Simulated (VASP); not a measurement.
Input of a VASP 6.6.1 run:

INCAR

```
PREC = Accurate
ENCUT = 600
EDIFF = 1E-7
ISMEAR = 1
SIGMA = 0.1
LREAL = False
LASPH = True
NELM = 120
ALGO = Normal
ISIF = 3
LWAVE = False
LCHARG = False
ISPIN = 2
MAGMOM = 0 3 3 3
LORBIT = 11
LMAXMIX = 4
METAGGA = R2SCAN
LMIXTAU = True
IVDW = 13
VDW_S6 = 1.0
VDW_S8 = 0.6018749
VDW_A1 = 0.51559235
VDW_A2 = 5.77342911
IBRION = 2
NSW = 60
EDIFFG = -0.01
```

Contents of KPOINTS:

```
Automatic mesh
0
Gamma
  8 8 8
```

File POSCAR:

```
Fe3Ge
1.0
    0.0000000000      2.8755854299      2.8755854299
    2.8755854299      0.0000000000      2.8755854299
    2.8755854299      2.8755854299      0.0000000000
Ge Fe
1 3
Direct
    0.0000000000      0.0000000000      0.0000000000
    0.7500000000      0.7500000000      0.7500000000
    0.2500000000      0.2500000000      0.2500000000
    0.5000000000      0.5000000000      0.5000000000
```

Potentials or basis: VASP PAW PBE potentials, release 64 (Ge_d, Fe).

Run with:

```console
$ cat potpaw_PBE.64/Ge_d/POTCAR potpaw_PBE.64/Fe/POTCAR > POTCAR
$ mpirun -np 1 vasp_std > vasp.out
```

(1) Estimate the space group after relaxing (to 0.05 Å).

(2) What does it give for the band gap on the k mesh?

(3) What does it give for the net moment?

Answers

(1) Fm-3m (No. 225).

(2) none (metal or under the smearing width).

(3) 7.02 μB per cell.
